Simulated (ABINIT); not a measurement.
Write the native input for ABINIT 10.8.3 (patched build) that does the following.

```yaml
Task: single point
Functional: PBE
Dispersion: D3(BJ)
Potentials_or_basis: SPMS NC PBE v1.0
Cutoff: 980 eV
k_mesh: 13 × 13 × 13
Occupations: gaussian, width 0.05 eV
Spin: collinear spin, random start
Starting_moments: "[1.02] μB"
Fixed_moment: 2 μB
Line_searches_a_band_nline: 2
```

The structure of Fe lies in POSCAR:

```
Fe
1.0
   -1.4430000000      1.4430000000      1.4430000000
    1.4430000000     -1.4430000000      1.4430000000
    1.4430000000      1.4430000000     -1.4430000000
Fe
1
Direct
    0.0000000000      0.0000000000      0.0000000000  Fe
```

The input as run:

run.abi

```
# Pseudopotentials
pp_dirpath "./"
pseudos "26_Fe_16_2.0_2.5_pbe_n_v1.0.psp8"

# Structure
structure "poscar:POSCAR"
natom 1

# Plane-wave basis
ecut 979.609905 eV

# k points
kptopt 1
ngkpt 13 13 13
nshiftk 1
shiftk 0.0 0.0 0.0

# Exchange and correlation
ixc 11
vdw_xc 7

# Bands and occupations
nband 13
occopt 7
tsmear 0.00183747

# Spin
nsppol 2
spinat
     0.0000000000     0.0000000000     1.0200000000
spinmagntarget 2.0

# SCF cycle
nstep 100
tolvrs 1.0e-10
nline 2

# Output
iomode 3
prtwf 0
prtden 0
prteig 0
prtebands 0
enunit 1
```

Potentials or basis: SPMS NC PBE v1.0.

Command:

```console
$ abinit run.abi > log 2>&1
```

Results of the run:

```
Pressure                                              : -17.8 GPa
Net moment                                            : 2.00 μB per cell
Site moments                                          : Fe +2.07 μB
Valence electrons inside the program's atomic spheres : Fe 14.05 (radii [1.0584] Å)
```

Caveat: the total moment is fixed, so each spin has its own Fermi level.

Wall time 24 s on 1 thread of Intel(R) Xeon(R) 6975P-C (Granite Rapids) (shared host), peak memory 0.09 GiB.
